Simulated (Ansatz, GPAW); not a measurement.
Given: the input of a run of Ansatz 0.2.0 on AlPt. The cell is a database's computed one, not the measured one.

The input input.yaml:

```yaml
crystal:
  lattice:
    - [4.87893207, 0.0, 0.0]
    - [0.0, 4.87893207, 0.0]
    - [0.0, 0.0, 4.87893207]
  atoms:
    - { symbol: Pt, position: [0.84493694, 0.65506306, 0.34493694] }
    - { symbol: Pt, position: [0.65506306, 0.34493694, 0.84493694] }
    - { symbol: Pt, position: [0.34493694, 0.84493694, 0.65506306] }
    - { symbol: Pt, position: [0.15506306, 0.15506306, 0.15506306] }
    - { symbol: Al, position: [0.1559679, 0.3440321, 0.6559679] }
    - { symbol: Al, position: [0.3440321, 0.6559679, 0.1559679] }
    - { symbol: Al, position: [0.6559679, 0.1559679, 0.3440321] }
    - { symbol: Al, position: [0.8440321, 0.8440321, 0.8440321] }
hamiltonian:
  xc: pbesol
  pseudopotentials: { kind: paw }
  hubbard: { sites: [{ species: Pt, l: d, u_eff: 2.0 }] }
kpoints:
  mp_grid: { grid: [5, 5, 5] }
scf:
  occupations: { method: fermi_dirac, width: 0.05 }
output:
  forces: true
  stress: true
  eigenvalues: true
```

Potentials or basis: Ansatz PAW.

Command:

```bash
$ ansatz run input.yaml --threads 4 --pin off --max-ram 11264MiB --backend cpu --events-out ev --progress --plain --runs-dir out
```

Problem. Translate it to GPAW 26.7.0 (ASE script). Potentials or basis there: PAW data sets generated for this functional, cutoff 600 eV.

Solution. As run (cutoffs and basis follow the program's own potentials, and thresholds, step limits or extra output files can differ):

Contents of run.py:

```python
from ase import Atoms
from ase.dft.bandgap import bandgap
from ase.io import write
from ase.units import GPa
from gpaw import GPAW, PW, setup_paths

setup_paths.insert(0, '.')

atoms = Atoms(['Pt', 'Pt', 'Pt', 'Pt', 'Al', 'Al', 'Al', 'Al'],
              cell=[[4.87893207, 0.0, 0.0],
                    [0.0, 4.87893207, 0.0],
                    [0.0, 0.0, 4.87893207]],
              scaled_positions=[[0.84493694, 0.65506306, 0.34493694],
                                [0.65506306, 0.34493694, 0.84493694],
                                [0.34493694, 0.84493694, 0.65506306],
                                [0.15506306, 0.15506306, 0.15506306],
                                [0.1559679, 0.3440321, 0.6559679],
                                [0.3440321, 0.6559679, 0.1559679],
                                [0.6559679, 0.1559679, 0.3440321],
                                [0.8440321, 0.8440321, 0.8440321]],
              pbc=True)

calc = GPAW(mode=PW(600),
            xc='PBEsol',
            kpts={'size': (5, 5, 5), 'gamma': True},
            occupations={'name': 'fermi-dirac', 'width': 0.05},
            setups={'Pt': ':d,2.0'},
            nbands=66,
            convergence={'density': 1e-05, 'energy': 1e-05},
            maxiter=150,
            txt='gpaw.txt')
atoms.calc = calc
energy = atoms.get_potential_energy()
forces = atoms.get_forces()
stress = atoms.get_stress()
calc.write('gs.gpw')
write('result.traj', atoms)
print(f'Energy: {energy:.6f} eV')
print('Forces (eV/A):')
print(forces.round(4))
print('Stress (GPa):', (stress / GPa).round(3))
print('Fermi level:', round(calc.get_fermi_level(), 4), 'eV')
print(f'Gap: {bandgap(calc)[0]:.4f} eV, direct: {bandgap(calc, direct=True)[0]:.4f} eV')
```

Potentials or basis: PAW data sets generated in the run's folder for this functional, pw.

Launch:

```bash
$ gpaw-setup -f PBEsol Al Pt
$ OMP_NUM_THREADS=1 python run.py
```

Both were run:

|  | Ansatz | GPAW |
| --- | --- | --- |
| Pressure | -1.2 GPa | -2.4 GPa |

Ansatz's pressure holds a Pulay term of +0.06 GPa for its cutoff of 420 eV, which the other run lacks.

The potentials hold 84 and 76 valence electrons a cell.

Ansatz's potentials were made for PBE.

Where Ansatz's input types no cutoff or centring, it takes its own default and a Γ-centred mesh.

How U acts hangs on each program's projectors.

Pressure is positive in compression.
